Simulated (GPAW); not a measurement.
# Work function of 1T-MgI2 monolayer at several levels, part 2 of 3

Aim: the work function of both faces of 1T-MgI2 monolayer, and its spread over functionals and bases. Where a layer proves gapped, the work function hangs on where the smearing puts the Fermi level, and the band edges take its place.

GPAW 26.7.0; GPAW, PAW setups; layer in a repeated cell with vacuum, relaxation of atoms and in-plane cell (the session's first sound run).

So far, upper work function (eV): step 3 (the slab's potential) 4.23.

**4. Self-consistent run: xc = "LDA"**

Level of this step: GPAW, PAW setups; slab in vacuum (GPAW).

The same geometry under LDA, to see how far the functional moves the levels against the vacuum.

run.py

```python
import json
import numpy as np
from ase import Atoms
from gpaw import GPAW, PW

slab = Atoms(
    ['I', 'Mg', 'I'],
    positions=[
        [2.10196, 1.21357, 7.00000],
        [-0.00000, 0.00000, 8.67432],
        [0.00000, 2.42714, 10.34865]],
    cell=[[4.20393, -0.0, 0.0], [-2.10196, 3.64071, 0.0], [0.0, 0.0, 17.3486]],
    pbc=[True, True, False])

slab.calc = GPAW(mode=PW(400), xc='LDA', kpts={'size': (9, 9, 1), 'gamma': True},
                 occupations={'name': 'fermi-dirac', 'width': 0.05}, nbands='200%',
                 convergence={'density': 1e-05}, maxiter=200,
                 poissonsolver={'dipolelayer': 'xy'},
                 symmetry={'tolerance': 1e-3}, txt='slab.txt')
result = {}
energy = slab.get_potential_energy()
fermi = slab.calc.get_fermi_level()
v = slab.calc.get_electrostatic_potential().mean((0, 1)) - fermi
n = slab.calc.get_pseudo_density().mean((0, 1))
L = slab.cell[2, 2]
z = np.arange(len(v)) * L / len(v)
low, high = slab.positions[:, 2].min(), slab.positions[:, 2].max()
below, above = np.interp([low - 4.8, high + 4.8], z, v)
slopes = [np.interp(x, z, np.gradient(v, z)) for x in (low - 4.8, high + 4.8)]
eps = np.array([[slab.calc.get_eigenvalues(k, s) for k in range(len(slab.calc.get_ibz_k_points()))]
                for s in range(slab.calc.get_number_of_spins())]) - fermi
top, bottom = eps[eps < 0].max(), eps[eps > 0].min()
dipole = slab.get_dipole_moment()[2]
print(f'energy {energy:.4f} eV, Fermi level {fermi:.4f} eV, dipole {dipole:.5f} e A')
print(f'potential 4.8 A off the faces, from the Fermi level: lower {below:.4f} eV, upper {above:.4f} eV')
print(f'slope of the potential there: lower {slopes[0]:.5f}, upper {slopes[1]:.5f} eV/A')
print(f'nearest levels on the mesh: {top:.4f} and {bottom:.4f} eV')
print('magnetic moment', round(slab.get_magnetic_moment(), 3))
result.update(energy=energy, fermi=fermi, dipole=dipole, below=below, above=above, slopes=slopes, edges=[top, bottom],
              z=z.tolist(), v=v.tolist(), n=n.tolist(), positions=slab.positions.tolist(),
              forces=slab.get_forces(apply_constraint=False).tolist(), moments=slab.get_magnetic_moments().tolist())
json.dump(result, open('result.json', 'w'))
```

Command:

```bash
$ OMP_NUM_THREADS=1 OPENBLAS_NUM_THREADS=1 python run.py
```

What it wrote:

```text
energy -8.9221 eV, Fermi level -1.1259 eV, dipole 0.00070 e A
potential 4.8 A off the faces, from the Fermi level: lower 4.5011 eV, upper 4.4946 eV
slope of the potential there: lower -0.00013, upper 0.00013 eV/A
nearest levels on the mesh: -2.1874 and 1.3870 eV
magnetic moment 0.0
```

It took 21 s on 1 thread of Arm Neoverse V2, shared host; peak memory 0.22 GiB.

Numbers from this step:

| Quantity | Value |
| --- | --- |
| dipole along the normal | 7.04e-4 e·Å |
| levels nearest the Fermi level on the mesh | -2.187, 1.387 eV from the Fermi level |
| upper work function | 4.495 eV |
| lower work function | 4.501 eV |
| upper ionisation energy | 6.682 eV |

The electrostatic potential energy of an electron (without an applied field's), less the Fermi level, planar mean by z:

```
z (Å)  electrostatic potential energy of an electron (without an applied field's), less the Fermi level, planar mean (eV)
  0.0                                                                                                                4.50
  0.5                                                                                                                4.50
  1.0                                                                                                                4.50
  1.5                                                                                                                4.50
  2.0                                                                                                                4.50
  2.5                                                                                                                4.50
  3.0                                                                                                                4.50
  3.5                                                                                                                4.50
  4.0                                                                                                                4.49
  4.5                                                                                                                4.47
  5.0                                                                                                                4.36
  5.5                                                                                                                3.88
  6.0                                                                                                                1.83
  6.5                                                                                                               -5.59
  7.0                                                                                                               -14.6
  7.5                                                                                                               -6.95
  8.0                                                                                                               -2.29
  8.5                                                                                                               -4.62
  9.0                                                                                                               -3.68
  9.5                                                                                                               -2.69
 10.0                                                                                                               -10.1
 10.5                                                                                                               -13.4
 11.0                                                                                                               -2.50
 11.5                                                                                                                2.76
 12.0                                                                                                                4.11
 12.5                                                                                                                4.41
 13.0                                                                                                                4.48
 13.5                                                                                                                4.49
 14.0                                                                                                                4.49
 14.5                                                                                                                4.49
 15.0                                                                                                                4.49
 15.5                                                                                                                4.49
 16.0                                                                                                                4.49
 16.5                                                                                                                4.49
 17.0                                                                                                                4.50
```

Pseudo valence density, planar mean against z:

```
z (Å)  pseudo valence density, planar mean (e/Å³)
 0.00                                           0
 0.43                                           0
 0.86                                           0
 1.29                                           0
 1.93                                      1.3e-6
 2.36                                      2.9e-6
 2.78                                      8.8e-6
 3.21                                      3.1e-5
 3.64                                      1.1e-4
 4.07                                      4.1e-4
 4.71                                     0.00287
 5.14                                      0.0104
 5.57                                      0.0364
 6.00                                       0.114
 6.43                                       0.246
 6.85                                       0.152
 7.50                                       0.282
 7.92                                       0.195
 8.35                                       0.440
 8.78                                       0.848
 9.21                                       0.208
 9.64                                       0.249
10.28                                       0.135
10.71                                       0.237
11.14                                       0.183
11.57                                      0.0657
11.99                                      0.0196
12.42                                     0.00549
13.06                                      7.8e-4
13.49                                      2.1e-4
13.92                                      5.6e-5
14.35                                      1.5e-5
14.78                                      3.6e-6
15.21                                           0
15.85                                           0
16.28                                           0
16.71                                           0
17.13                                           0
```

Force by atom:

```
atom  x (eV/Å)  y (eV/Å)  z (eV/Å)   size
  I1     0.000     0.000     0.304  0.304
 Mg2     0.000     0.000     0.000  0.000
  I3     0.000     0.000    -0.304  0.304
```

The highest filled level lies 2.19 eV under the Fermi level, so the ionisation energy from the upper face is 4.495 + 2.19 = 6.682 eV, against 6.472 eV in the base run.

**5. Self-consistent run: xc = "revPBE"**

The same geometry under revPBE, to see how far the functional moves the levels against the vacuum.

run.py: that of step 4 with these lines changed.

```diff
@@ -14,3 +14,3 @@
 
-slab.calc = GPAW(mode=PW(400), xc='LDA', kpts={'size': (9, 9, 1), 'gamma': True},
+slab.calc = GPAW(mode=PW(400), xc='revPBE', kpts={'size': (9, 9, 1), 'gamma': True},
                  occupations={'name': 'fermi-dirac', 'width': 0.05}, nbands='200%',
```

What it wrote:

```text
energy -7.1797 eV, Fermi level -0.7521 eV, dipole 0.00070 e A
potential 4.8 A off the faces, from the Fermi level: lower 4.1351 eV, upper 4.1286 eV
slope of the potential there: lower -0.00015, upper 0.00015 eV/A
nearest levels on the mesh: -2.2734 and 1.5615 eV
magnetic moment 0.0
```

Run time: 21 s. Hardware: 1 thread; peak memory 0.23 GiB.

Numbers from this step:

| Property | Result |
| --- | --- |
| dipole along the normal | 6.97e-4 e·Å |
| levels nearest the Fermi level on the mesh | -2.273, 1.562 eV from the Fermi level |
| upper work function | 4.129 eV |
| lower work function | 4.135 eV |
| upper ionisation energy | 6.402 eV |

The highest filled level lies 2.27 eV under the Fermi level, so the ionisation energy from the upper face is 4.129 + 2.27 = 6.402 eV, against 6.472 eV in the base run.

**6. OptPBE vdW: xc = "optPBE-vdW"**

The same geometry under optPBE-vdW, to see how far the functional moves the levels against the vacuum (the van der Waals functionals take revPBE setups).

run.py: that of step 5 with these lines changed.

```diff
@@ -14,3 +14,3 @@
 
-slab.calc = GPAW(mode=PW(400), xc='revPBE', kpts={'size': (9, 9, 1), 'gamma': True},
+slab.calc = GPAW(mode=PW(400), xc='optPBE-vdW', kpts={'size': (9, 9, 1), 'gamma': True},
                  occupations={'name': 'fermi-dirac', 'width': 0.05}, nbands='200%',
```

What it wrote:

```text
energy -42.8697 eV, Fermi level -0.8651 eV, dipole 0.00070 e A
potential 4.8 A off the faces, from the Fermi level: lower 4.3139 eV, upper 4.3075 eV
slope of the potential there: lower -0.00018, upper 0.00018 eV/A
nearest levels on the mesh: -2.3713 and 1.4278 eV
magnetic moment 0.0
```

Elapsed: 33 s, on 1 thread; peak memory 0.39 GiB.

Numbers from this step:

```yaml
levels_nearest_the_fermi_level_on_the_mesh: -2.371, 1.428 eV from the Fermi level
upper_work_function: 4.307 eV
lower_work_function: 4.314 eV
upper_ionisation_energy: 6.679 eV
```

Electrostatic potential energy of an electron (without an applied field's), less the Fermi level, planar mean against z:

z (Å), electrostatic potential energy of an electron (without an applied field's), less the Fermi level, planar mean (eV) and a bar from the least value:
```
      0.0        4.3 ##############################
      0.5        4.3 ##############################
      1.0        4.3 ##############################
      1.5        4.3 ##############################
      2.0        4.3 ##############################
      2.5        4.3 ##############################
      3.0        4.3 ##############################
      3.5        4.3 ##############################
      4.0        4.3 ##############################
      4.5        4.3 ##############################
      5.0        4.2 ##############################
      5.5        3.6 #############################
      6.0        1.5 ##########################
      6.5       -5.9 ##############
      7.0      -14.9 
      7.5       -7.4 ############
      8.0       -2.7 ###################
      8.5       -5.1 ###############
      9.0       -4.2 #################
      9.5       -3.1 ##################
     10.0      -10.5 #######
     10.5      -13.7 ##
     11.0       -2.8 ###################
     11.5        2.5 ###########################
     12.0        3.9 #############################
     12.5        4.2 ##############################
     13.0        4.3 ##############################
     13.5        4.3 ##############################
     14.0        4.3 ##############################
     14.5        4.3 ##############################
     15.0        4.3 ##############################
     15.5        4.3 ##############################
     16.0        4.3 ##############################
     16.5        4.3 ##############################
     17.0        4.3 ##############################
```

The highest filled level lies 2.37 eV under the Fermi level, so the ionisation energy from the upper face is 4.307 + 2.37 = 6.679 eV, against 6.472 eV in the base run.

**7. Self-consistent run: xc = "vdW-DF2"**

The same geometry under vdW-DF2, to see how far the functional moves the levels against the vacuum (the van der Waals functionals take revPBE setups).

run.py: that of step 6 with these lines changed.

```diff
@@ -14,3 +14,3 @@
 
-slab.calc = GPAW(mode=PW(400), xc='optPBE-vdW', kpts={'size': (9, 9, 1), 'gamma': True},
+slab.calc = GPAW(mode=PW(400), xc='vdW-DF2', kpts={'size': (9, 9, 1), 'gamma': True},
                  occupations={'name': 'fermi-dirac', 'width': 0.05}, nbands='200%',
```

What it wrote:

```text
energy -237.9556 eV, Fermi level -1.1952 eV, dipole 0.00070 e A
potential 4.8 A off the faces, from the Fermi level: lower 4.7038 eV, upper 4.6973 eV
slope of the potential there: lower -0.00032, upper 0.00032 eV/A
nearest levels on the mesh: -2.0803 and 1.3914 eV
magnetic moment 0.0
```

It took 32 s on 1 thread; peak memory 0.39 GiB.

Numbers from this step:

```
dipole along the normal                    : 6.98e-4 e·Å
levels nearest the Fermi level on the mesh : -2.080, 1.391 eV from the Fermi level
upper work function                        : 4.697 eV
lower work function                        : 4.704 eV
upper ionisation energy                    : 6.778 eV
```

Electrostatic potential energy of an electron (without an applied field's), less the Fermi level, planar mean against z:

```
z (Å)  electrostatic potential energy of an electron (without an applied field's), less the Fermi level, planar mean (eV)
    0                                                                                                                4.70
    1                                                                                                                4.70
    2                                                                                                                4.70
    3                                                                                                                4.70
    4                                                                                                                4.69
    5                                                                                                                4.53
    6                                                                                                                1.85
    7                                                                                                               -14.7
    8                                                                                                               -2.57
    9                                                                                                               -4.00
   10                                                                                                               -10.3
   11                                                                                                               -2.56
   12                                                                                                                4.24
   13                                                                                                                4.67
   14                                                                                                                4.70
   15                                                                                                                4.70
   16                                                                                                                4.70
   17                                                                                                                4.70
```

The highest filled level lies 2.08 eV under the Fermi level, so the ionisation energy from the upper face is 4.697 + 2.08 = 6.778 eV, against 6.472 eV in the base run.

**8. Self-consistent run: xc = "RPBE"**

The same geometry under RPBE, to see how far the functional moves the levels against the vacuum.

run.py: that of step 7 with these lines changed.

```diff
@@ -14,3 +14,3 @@
 
-slab.calc = GPAW(mode=PW(400), xc='vdW-DF2', kpts={'size': (9, 9, 1), 'gamma': True},
+slab.calc = GPAW(mode=PW(400), xc='RPBE', kpts={'size': (9, 9, 1), 'gamma': True},
                  occupations={'name': 'fermi-dirac', 'width': 0.05}, nbands='200%',
```

What it wrote:

```text
energy -7.1323 eV, Fermi level -0.7440 eV, dipole 0.00070 e A
potential 4.8 A off the faces, from the Fermi level: lower 4.1361 eV, upper 4.1297 eV
slope of the potential there: lower -0.00015, upper 0.00015 eV/A
nearest levels on the mesh: -2.2783 and 1.5687 eV
magnetic moment 0.0
```

Run time: 22 s. Hardware: 1 thread; peak memory 0.22 GiB.

Numbers from this step:

```
dipole along the normal                    : 6.97e-4 e·Å
levels nearest the Fermi level on the mesh : -2.278, 1.569 eV from the Fermi level
upper work function                        : 4.130 eV
lower work function                        : 4.136 eV
upper ionisation energy                    : 6.408 eV
```

The highest filled level lies 2.28 eV under the Fermi level, so the ionisation energy from the upper face is 4.130 + 2.28 = 6.408 eV, against 6.472 eV in the base run.

**9. Real-space grid: mode = "fd"**

A real-space grid is a second complete basis, so it checks the plane-wave result.

run.py: that of step 8 with these lines changed.

```diff
@@ -3,3 +3,3 @@
 from ase import Atoms
-from gpaw import GPAW, PW
+from gpaw import GPAW
 
@@ -14,3 +14,3 @@
 
-slab.calc = GPAW(mode=PW(400), xc='RPBE', kpts={'size': (9, 9, 1), 'gamma': True},
+slab.calc = GPAW(mode='fd', h=0.18, xc='PBE', kpts={'size': (9, 9, 1), 'gamma': True},
                  occupations={'name': 'fermi-dirac', 'width': 0.05}, nbands='200%',
```

What it wrote:

```text
energy -7.8215 eV, Fermi level -4.1830 eV, dipole 0.00055 e A
potential 4.8 A off the faces, from the Fermi level: lower 4.1862 eV, upper 4.1798 eV
slope of the potential there: lower -0.00010, upper 0.00010 eV/A
nearest levels on the mesh: -2.2923 and 1.4294 eV
magnetic moment 0.0
```

Run time: 64 s. Hardware: 1 thread; peak memory 0.49 GiB.

Numbers from this step:

```yaml
dipole_along_the_normal: 5.47e-4 e·Å
levels_nearest_the_fermi_level_on_the_mesh: -2.292, 1.429 eV from the Fermi level
upper_work_function: 4.180 eV
lower_work_function: 4.186 eV
upper_ionisation_energy: 6.472 eV
```

The highest filled level lies 2.29 eV under the Fermi level, so the ionisation energy from the upper face is 4.180 + 2.29 = 6.472 eV, against 6.472 eV in the base run.

[end of part 2 of 3]

[Logs are printed without paths, hosts, clocks, repeated set-up lines and the standing remarks that a program may print on its own settings, such as how far it seeks lower states.]

[Hosts, paths, dates, database ids (printed as entryN), source tags and the programs' standing remarks are cut or masked in the printed files.]
